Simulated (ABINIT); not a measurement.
Runs of ABINIT 10.8.3 (patched build) on GaN. The structure is cubic, space group F-43m (No. 216). Conventional cell: a = 4.507 Å, b = 4.507 Å, c = 4.507 Å, α = 90.00°, β = 90.00°, γ = 90.00°. Ga (site symmetry -43m) has 4 N at 1.95 Å as nearest neighbours. N (site symmetry -43m) is surrounded by 4 Ga at 1.95 Å. The cell is a database's computed one.

| task | level | spin | cell | cutoff (eV) | cell freedom (optcell) | cutoff smearing ecutsm (Ha) | optimiser (ionmov) | force stop (Ha/bohr) | fine-grid cutoff | gap on the mesh (eV) | pressure (GPa) |
| --- | --- | --- | --- | --- | --- | --- | --- | --- | --- | --- | --- |
| relaxation of cell and atoms | PBE | off | relaxed to 5 GPa | 707 | 2 | 0.5 | 22 | 5e-05 | 1306.15 eV | 1.69 | 5.0 |
| single point | LDA | off | as given | 844 | - | - | - | - | 1442.2 eV | 1.74 | -5.8 |
| single point | RPBE | off | as given | 844 | - | - | - | - | 1442.2 eV | 1.74 | 9.8 |
| band structure | PBE | off | as given | 707 | - | - | - | - | 1306.15 eV | 1.71 | 5.5 |
| single point | revPBE | off | as given | 844 | - | - | - | - | 1442.2 eV | (a) | (c) |
| single point | PBEsol | off | as given | 844 | - | - | - | - | 1442.2 eV | (b) | -0.4 |
| single point | r2SCAN | off | as given | 844 | - | - | - | - | 1442.2 eV | 2.13 | 2.3 |
| band structure | PBE | SOC, no magnetisation | as given | 707 | - | - | - | - | 1306.15 eV | 1.71 | 5.5 |

Alike in all rows: potentials or basis JTH PAW PBE v2.0; k mesh 10 × 10 × 10; smearing fermi-dirac 0.05 eV.

Q: Fill in the values left out.

A: (a) 1.73; (b) 1.66; (c) 8.7.

Caveats: the PAW data sets were made with another functional, which shifts forces and pressure a little (some runs).

A k mesh can miss the band edges, and rows without SOC leave out spin-orbit coupling on Ga.
